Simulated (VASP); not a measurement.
# La (P-1) in VASP: single point with HSE06

Aim: the single point of La with HSE06.

Everything below comes from runs of VASP 6.6.1. Logs are shortened: lines on timing, memory, paths and dates and some standing lists are left out, and cuts for length are marked.

### Step 1. The structure

The typed cell holds 2 atoms: a = 3.845 Å, b = 3.825 Å, c = 6.406 Å, α = 90.80°, β = 91.39°, γ = 61.64°.

The cell was built by a generator and needn't be a form met in nature.

### Step 2. Single point, HSE06

The input, POSCAR:

```
La
1.0
    1.9748764300      3.2991111400     -0.0478132300
   -1.9545965000      3.2874031900     -0.0275463500
   -0.0321424200     -0.0690033500      6.4054450200
La
2
Direct
    0.3354590000      0.3092280000      0.2398330000
    0.6758160000      0.6785410000      0.7437740000
```

The input, INCAR.step1:

```
SYSTEM = La
ALGO = Normal
EDIFF = 1E-5
ENCUT = 520
GGA = PE
ISIF = 2
ISMEAR = -1
LASPH = .TRUE.
LCHARG = .FALSE.
LREAL = .FALSE.
LWAVE = .TRUE.
NBANDS = 18
NELM = 100
PREC = Accurate
SIGMA = 0.1
```

The input, INCAR.step2:

```
SYSTEM = La
ALGO = Normal
EDIFF = 1E-7
ENCUT = 520
GGA = PE
HFSCREEN = 0.2079
ISIF = 2
ISMEAR = -1
ISTART = 1
LASPH = .TRUE.
LCHARG = .FALSE.
LHFCALC = .TRUE.
LREAL = .FALSE.
LWAVE = .FALSE.
NBANDS = 18
NELM = 100
PREC = Accurate
PRECFOCK = Normal
SIGMA = 0.1
```

The input, KPOINTS:

```
k-points
0
G
  3 3 2
  0 0 0
```

Potentials or basis: VASP PAW PBE potentials, release 64 (La).

Command:

```
cat potpaw_PBE.64/La/POTCAR > POTCAR
cp INCAR.step1 INCAR
mpirun -np 1 vasp_std > vasp.out
cp INCAR.step2 INCAR
mpirun -np 1 vasp_std > vasp.out
```

OUTCAR:

```text
SYSTEM = La
   EDIFF = 1E-7
   ENCUT = 520
   GGA = PE
   HFSCREEN = 0.2079
   ISIF = 2
   ISMEAR = -1
   ISTART = 1
   LASPH = .TRUE.
   LHFCALC = .TRUE.
   LREAL = .FALSE.
   NELM = 100
   PREC = Accurate
   PRECFOCK = Normal

 ion  position               nearest neighbor table
   1  0.335  0.309  0.240-
   2  0.676  0.679  0.744-

  LATTYP: Found a triclinic cell.
 ALAT       =     3.8453292880
 B/A-ratio  =     1.0219001656
 C/A-ratio  =     1.6658904459
 COS(alpha) =     0.0102068380
 COS(beta)  =     0.0242519088
 COS(gamma) =     0.5161892384

  Lattice vectors:

 A1 = (   1.9748764300,   3.2991111400,  -0.0478132300)
 A2 = (   3.9294729300,   0.0117079500,  -0.0202668800)
 A3 = (   0.0321424200,   0.0690033500,  -6.4054450200)

Analysis of symmetry for initial positions (statically):
=====================================================================
 Subroutine PRICEL returns:
 Original cell was already a primitive cell.

 Routine SETGRP: Setting up the symmetry group for a
 triclinic supercell.

 Subroutine GETGRP returns: Found  2 space group operations
 (whereof  1 operations were pure point group operations)
 out of a pool of  2 trial point group operations.

The static configuration has the point symmetry C_1 .
 The point group associated with its full space group is S_2 .

Analysis of symmetry for dynamics (positions and initial velocities):
=====================================================================
 Subroutine PRICEL returns:
 Original cell was already a primitive cell.

 Routine SETGRP: Setting up the symmetry group for a
 triclinic supercell.

 Subroutine GETGRP returns: Found  2 space group operations
 (whereof  1 operations were pure point group operations)
 out of a pool of  2 trial point group operations.

The dynamic configuration has the point symmetry C_1 .
 The point group associated with its full space group is S_2 .

 Subroutine INISYM returns: Found  2 space group operations
 (whereof  1 operations are pure point group operations),
 and found     1 'primitive' translations

----------------------------------------------------------------------------------------

                                     Primitive cell

  volume of cell :      82.8783

  direct lattice vectors                    reciprocal lattice vectors
     1.974876430  3.299111140 -0.047813230     0.254051890  0.151076353  0.002902315
    -1.954596500  3.287403190 -0.027546350    -0.254939893  0.152614509  0.000364772
    -0.032142420 -0.069003350  6.405445020     0.000800003  0.001784017  0.156140411

  length of vectors
     3.845329288  3.824686394  6.405897322     0.295592373  0.297129047  0.156152652

  position of ions in fractional coordinates (direct lattice)
     0.335459000  0.309228000  0.239833000
     0.675816000  0.678541000  0.743774000

  ion indices of the primitive-cell ions
   primitive index   ion index
                 1           1
                 2           2

----------------------------------------------------------------------------------------

 KPOINTS: k-points

Automatic generation of k-mesh.
 Grid dimensions read from file:
 generate k-points for:    3    3    2

 Generating k-lattice:

  Cartesian coordinates                     Fractional coordinates (reciprocal lattice)
     0.084683963  0.050358784  0.000967438     0.333333333  0.000000000 -0.000000000
    -0.084979964  0.050871503  0.000121591     0.000000000  0.333333333 -0.000000000
     0.000400002  0.000892008  0.078070205     0.000000000  0.000000000  0.500000000

  Length of vectors
     0.098530791  0.099043016  0.078076326

  Shift w.r.t. Gamma in fractional coordinates (k-lattice)
     0.000000000  0.000000000  0.000000000

 Subroutine IBZKPT returns following result:
 ===========================================

 Found     10 irreducible k-points:

 Following reciprocal coordinates:
            Coordinates               Weight
  0.000000  0.000000  0.000000      1.000000
  0.333333 -0.000000 -0.000000      2.000000
 -0.000000  0.333333  0.000000      2.000000
  0.333333  0.333333  0.000000      2.000000
 -0.333333  0.333333  0.000000      2.000000
  0.000000 -0.000000  0.500000      1.000000
  0.333333 -0.000000  0.500000      2.000000
 -0.000000  0.333333  0.500000      2.000000
  0.333333  0.333333  0.500000      2.000000
 -0.333333  0.333333  0.500000      2.000000
   k-points           NKPTS =     10   k-points in BZ     NKDIM =     18   number of bands    NBANDS=     18
   number of dos      NEDOS =    301   number of ions     NIONS =      2
   total plane-waves  NPLWV =  40320
   dimension x,y,z NGX =    30 NGY =   28 NGZ =   48
   dimension x,y,z NGXF=    60 NGYF=   56 NGZF=   96
   ions per type =               2
   NGX,Y,Z   is equivalent  to a cutoff of  12.97, 12.17, 12.46 a.u.
   NGXF,Y,Z  is equivalent  to a cutoff of  25.94, 24.34, 24.91 a.u.
 SYSTEM =  La
   PREC   = accura    normal or accurate (medium, high low for compatibility)
   ISTART =      1    job   : 0-new  1-cont  2-samecut
   ICHARG =      0    charge: 1-file 2-atom 10-const
   ISPIN  =      1    spin polarized calculation?
   LNONCOLLINEAR =      F non collinear calculations
   LSORBIT =      F    spin-orbit coupling
   LASPH  =      T    aspherical Exc in radial PAW
   ENCUT  =  520.0 eV  38.22 Ry    6.18 a.u.   7.15  7.11 11.91*2*pi/ulx,y,z
   NELM   =    100;   NELMIN=  2; NELMDL=  0     # of ELM steps
   EDIFF  = 0.1E-06   stopping-criterion for ELM
   LREAL  =      F    real-space projection
   EDIFFG = 0.1E-05   stopping-criterion for IOM
   NSW    =      0    number of steps for IOM
   IBRION =     -1    ionic relax: 0-MD 1-quasi-New 2-CG
   NFREE  =      0    steps in history (QN), initial steepest desc. (CG)
   ISIF   =      2    stress and relaxation
   ISYM   =      3    0-nonsym 1-usesym 2-fastsym
   POTIM  = 0.5000    time-step for ionic-motion
   TEBEG  =    0.0;   TEEND  =   0.0 temperature during run
   PSTRESS=    0.0 pullay stress
   NELECT =      22.0000    total number of electrons
   NUPDOWN=      -1.0000    fix difference up-down
   EMIN   =  10.00;   EMAX   =-10.00  energy-range for DOS
   EFERMI =   0.00;   METHOD = LEGACY
   ISMEAR =    -1;   SIGMA  =   0.10  broadening in eV -4-tet -1-fermi 0-gaus
   EFERMI_NEDOS =   21; number of points for ismear=-14 and -15
   IALGO  =     38    algorithm
   IMIX   =      1    mixing-type and parameters
     AMIX     =   0.40;   BMIX     =  1.00
     AMIX_MAG =   1.60;   BMIX_MAG =  1.00
  volume/ion in A,a.u.               =      41.44       279.65
  Fermi-wavevector in a.u.,A,eV,Ry     =   1.052129  1.988235 15.061305  1.106975
  Thomas-Fermi vector in A             =   2.187199
   LORBIT       =      0    0 simple, 1 ext, 2 COOP (PROOUT), +10 PAW based schemes
   GGA     = PE    functional components
   LHFCALC =     T    Hartree Fock is set to
   PRECFOCK=normal    Normal, Fast or Accurate (Low or Medium for compatibility)
   ENCUT4O =  -1.0   cutoff for four orbital integrals eV
   NKREDX  =     1    reduce k-point grid by
   NKREDY  =     1    reduce k-point grid by
   NKREDZ  =     1    reduce k-point grid by
   AEXX    =    0.2500 exact exchange contribution
   HFSCREEN=    0.2079 screening length (either q_TF or 0.3 A-1)
   HFSCREENC=   0.2079 screening length for correlation (either q_TF or 0.3 A-1)
   ENCUTFOCK=  -1.0 apply spherical cutoff to Coloumb kernel
   IVDW    =     0    specifies the selected vdW correction
   LEPSILON=     F    determine dielectric tensor
   LRPA    =     F    only Hartree local field effects (RPA)
 non-spin polarized calculation
  energy-cutoff  :      520.00
  volume of cell :       82.88
 maximum number of plane-waves:      2242
 NGX is ok and might be reduce to    30
  NGX = 24; NGY = 24; NGZ = 36

 number of electron      22.0000000 magnetization

 Free energy of the ion-electron system (eV)
  ---------------------------------------------------
  ext. energy  EPLUGINS =         0.00000000
  ---------------------------------------------------
  free energy    TOTEN  =       -10.11804754 eV

  energy without entropy =       -9.99718005  energy(sigma->0) =      -10.05761380

 E-fermi :   6.8853     XC(G=0):  -7.6217

 val. band max:        6.8652647172   @ k =   0.3333  -0.0000   0.5000
 cond. band min:       6.9192240735   @ k =  -0.0000   0.3333   0.5000
 fundamental gap:      0.0539593563
 Fermi energy:         6.8853033229

 k-point     1 :       0.0000    0.0000    0.0000
  band No.  band energies     occupation
      1     -28.9326      2.00000
      2     -28.7966      2.00000
      3     -11.9684      2.00000
      4     -11.0476      2.00000
      5     -10.9862      2.00000
      6     -10.9107      2.00000
[... 10 lines left out ...]
     17       9.6830      0.00000
     18      10.1453      0.00000

 k-point     2 :       0.3333   -0.0000   -0.0000
  band No.  band energies     occupation
      1     -28.8328      2.00000
      2     -28.7542      2.00000
      3     -11.7224      2.00000
      4     -11.6419      2.00000
      5     -11.5629      2.00000
      6     -11.1750      2.00000
[... 10 lines left out ...]
     17      10.1786      0.00000
     18      10.2334      0.00000

 k-point     3 :      -0.0000    0.3333    0.0000
  band No.  band energies     occupation
      1     -28.8270      2.00000
      2     -28.7544      2.00000
      3     -11.7153      2.00000
      4     -11.6221      2.00000
      5     -11.5698      2.00000
      6     -11.1952      2.00000
[... 10 lines left out ...]
     17      10.1746      0.00000
     18      10.2241      0.00000

 k-point     4 :       0.3333    0.3333    0.0000
  band No.  band energies     occupation
      1     -28.8246      2.00000
      2     -28.7397      2.00000
      3     -11.7499      2.00000
      4     -11.6489      2.00000
      5     -11.5708      2.00000
      6     -11.2601      2.00000
[... 10 lines left out ...]
     17      10.0889      0.00000
     18      10.2135      0.00000

 k-point     5 :      -0.3333    0.3333    0.0000
  band No.  band energies     occupation
      1     -28.7568      2.00000
      2     -28.7437      2.00000
      3     -11.7540      2.00000
      4     -11.6080      2.00000
      5     -11.5934      2.00000
      6     -11.4217      2.00000
[... 10 lines left out ...]
     17      10.1309      0.00000
     18      10.3435      0.00000

 k-point     6 :       0.0000   -0.0000    0.5000
  band No.  band energies     occupation
      1     -28.8695      2.00000
      2     -28.8610      2.00000
      3     -11.4721      2.00000
      4     -11.4295      2.00000
      5     -10.9874      2.00000
      6     -10.9608      2.00000
[... 10 lines left out ...]
     17      10.0001      0.00000
     18      10.0081      0.00000

 k-point     7 :       0.3333   -0.0000    0.5000
  band No.  band energies     occupation
      1     -28.7971      2.00000
      2     -28.7902      2.00000
      3     -11.7979      2.00000
      4     -11.7763      2.00000
      5     -11.1960      2.00000
      6     -11.1758      2.00000
[... 10 lines left out ...]
     17      10.1263      0.00000
     18      10.1885      0.00000

 k-point     8 :      -0.0000    0.3333    0.5000
  band No.  band energies     occupation
      1     -28.7930      2.00000
      2     -28.7886      2.00000
      3     -11.8007      2.00000
      4     -11.7963      2.00000
      5     -11.1799      2.00000
      6     -11.1594      2.00000
[... 10 lines left out ...]
     17      10.1837      0.00000
     18      10.2198      0.00000

 k-point     9 :       0.3333    0.3333    0.5000
  band No.  band energies     occupation
      1     -28.7883      2.00000
      2     -28.7763      2.00000
      3     -11.7855      2.00000
      4     -11.7684      2.00000
      5     -11.2177      2.00000
      6     -11.1765      2.00000
[... 10 lines left out ...]
     17      10.0832      0.00000
     18      10.1349      0.00000

 k-point    10 :      -0.3333    0.3333    0.5000
  band No.  band energies     occupation
      1     -28.7541      2.00000
      2     -28.7461      2.00000
      3     -11.7806      2.00000
      4     -11.7621      2.00000
      5     -11.6002      2.00000
      6     -11.5832      2.00000
[... 10 lines left out ...]
     17      10.1917      0.00000
     18      10.2340      0.00000

------------------------ aborting loop because EDIFF is reached ----------------------------------------

  FORCE on cell =-STRESS in cart. coord.  units (eV):
  Direction    XX          YY          ZZ          XY          YZ          ZX
  --------------------------------------------------------------------------------------
  -------------------------------------------------------------------------------------
  Total       -2.0495665     -2.3942966     -1.3093942      0.1867532      0.0449673     -0.0051332
  in kB      -39.6215944    -46.2858124    -25.3128086      3.6102566      0.8692943     -0.0992339
  external PRESSURE =     -37.0734052 kB  Pullay stress =       0.0000000 kB

 VOLUME and BASIS-vectors are now :
 -----------------------------------------------------------------------------
  energy-cutoff  :      520.00
  volume of cell :       82.88
      direct lattice vectors                 reciprocal lattice vectors
     1.974876430  3.299111140 -0.047813230     0.254051890  0.151076353  0.002902315
    -1.954596500  3.287403190 -0.027546350    -0.254939893  0.152614509  0.000364772
    -0.032142420 -0.069003350  6.405445020     0.000800003  0.001784017  0.156140411

 POSITION                                       TOTAL-FORCE (eV/Angst)
 -----------------------------------------------------------------------------------
      0.05037      2.10672      1.51168         0.019970      0.065440      0.049421
     -0.01553      4.40891      4.71320        -0.019970     -0.065440     -0.049421
 -----------------------------------------------------------------------------------
    total drift:                                0.000005      0.000005      0.000002

  FREE ENERGIE OF THE ION-ELECTRON SYSTEM (eV)
  ---------------------------------------------------
  free  energy   TOTEN  =       -10.1180475449 eV

  energy  without entropy=       -9.9971800549  energy(sigma->0) =      -10.05761380
```

It took 16 min on 1 thread of Intel Xeon Platinum 8259CL at 2.50GHz (Skylake/Cascade Lake), shared host; peak memory 0.3 GiB.

What came out:

| Quantity | Value |
| --- | --- |
| Free energy | -10.1180 eV |
| Pressure | -3.7 GPa |
| Largest force | 0.084 eV/Å |
| Band gap on the k mesh | none (metal or under the smearing width) |

Forces in eV/Å, atoms in the order of the input:
```
La   0.020  0.065  0.049
La  -0.020 -0.065 -0.049
```

Levels at points of the mesh, in eV from the Fermi level:
| k point | band 8 | band 9 | band 10 | band 11 | band 12 | band 13 | band 14 | band 15 |
| --- | --- | --- | --- | --- | --- | --- | --- | --- |
| (0.00, 0.00, 0.00) | -17.76 | -3.80 | -1.78 | 1.45 | 1.54 | 1.79 | 2.01 | 2.14 |
| (0.00, 0.00, 0.50) | -17.82 | -2.40 | -2.39 | 0.72 | 0.86 | 1.55 | 1.60 | 1.93 |

Caveat: the k mesh is coarse (spacing up to 0.62 Å⁻¹), so the values aren't converged, least of all with exact exchange; the PAW data sets were made with another functional, which shifts forces and pressure a little. Spin-orbit coupling is left out, which matters for the levels of La.
